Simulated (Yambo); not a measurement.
Here is a Yambo 5.3.0 calculation.

File bse2.in:

```
optics
bse
bss
rim_cut
em1s
RandQpts= 1000000
RandGvec= 50 RL
Chimod= "HARTREE"
% BndsRnXs
 1 | 35 |
%
NGsBlkXs= 5 Ry
% LongDrXs
 1 | 0 | 0 |
%
BSKmod= "SEX"
BSEmod= "retarded"
BSSmod= "d"
% BSEQptR
 1 | 1 |
%
% BSEBands
 9 | 12 |
%
BSENGexx= 20 Ry
BSENGBlk= 5 Ry
% BEnRange
 0 | 20 | eV
%
% BDmRange
 0.1 | 0.1 | eV
%
BEnSteps= 200
% BLongDir
 1 | 0 | 0 |
%
BSEprop= "abs"
WRbsWF
% KfnQP_E
 0.28 | 1.0 | 1.0 |
%
```

The input scf.in:

```
&CONTROL
  calculation = 'scf'
  prefix = 'pwscf'
  outdir = './tmp'
  pseudo_dir = './pseudo'
/
&SYSTEM
  ibrav = 0
  nat = 2
  ntyp = 2
  ecutwfc = 56
  nbnd = 16
  occupations = 'smearing'
  smearing = 'fd'
  degauss = 0.00367493
  force_symmorphic = .true.
/
&ELECTRONS
  conv_thr = 4d-10
  electron_maxstep = 120
  mixing_beta = 0.5
/
ATOMIC_SPECIES
Pb   207.2000 Pb.upf
S     32.0600 S.upf
CELL_PARAMETERS angstrom
   0.0000000000    3.0428166983    3.0428166983
   3.0428166983    0.0000000000    3.0428166983
   3.0428166983    3.0428166983    0.0000000000
ATOMIC_POSITIONS crystal
Pb     0.0000000000    0.0000000000    0.0000000000
S      0.5000000000    0.5000000000    0.5000000000
K_POINTS automatic
8 8 8 0 0 0
```

Contents of nscf.in:

```
&CONTROL
  calculation = 'nscf'
  prefix = 'pwscf'
  outdir = './tmp'
  pseudo_dir = './pseudo'
/
&SYSTEM
  ibrav = 0
  nat = 2
  ntyp = 2
  ecutwfc = 56
  nbnd = 160
  occupations = 'fixed'
  force_symmorphic = .true.
/
&ELECTRONS
  conv_thr = 1d-08
  diago_full_acc = .true.
  diago_thr_init = 1d-06
/
ATOMIC_SPECIES
Pb   207.2000 Pb.upf
S     32.0600 S.upf
CELL_PARAMETERS angstrom
   0.0000000000    3.0428166983    3.0428166983
   3.0428166983    0.0000000000    3.0428166983
   3.0428166983    3.0428166983    0.0000000000
ATOMIC_POSITIONS crystal
Pb     0.0000000000    0.0000000000    0.0000000000
S      0.5000000000    0.5000000000    0.5000000000
K_POINTS automatic
4 4 4 0 0 0
```

Potentials or basis: PseudoDojo 0.4.1 SR PBEsol standard.

Launch:

```console
$ OMP_NUM_THREADS=1 pw.x -in scf.in > scf.out
$ OMP_NUM_THREADS=1 pw.x -in nscf.in > nscf.out
$ cd tmp/pwscf.save; p2y; mv SAVE ../..; cd ../..
$ OMP_NUM_THREADS=1 yambo
$ mkdir -p bse2; ln -s $PWD/g0w00/ndb.RIM bse2/
$ OMP_NUM_THREADS=1 yambo -F bse2.in -J bse2 -C bse2_out
$ OMP_NUM_THREADS=1 ypp -J bse2 -C bse2_out -e s -b 1
```

(1) Predict the exciton binding energy.

(2) Predict the lowest exciton energy.

(3) What does it give for the lowest bright exciton energy?

(4) What does it give for the band gap on the k mesh, mean-field level?

Answers

(1) 0.05 eV.

(2) 0.74 eV.

(3) 0.75 eV.

(4) 0.51 eV, direct.

Caveat: the k mesh is coarse (spacing up to 0.45 Å⁻¹), so the values aren't converged; the scissor is the correction of the direct gap in an earlier G0W0 run on the same states; exciton energies and binding change strongly with the k mesh and aren't converged on this one; spectra need much finer meshes, so this one isn't converged; spin-orbit coupling is left out, which as a rule narrows the gap of such compounds by several tenths of an eV.
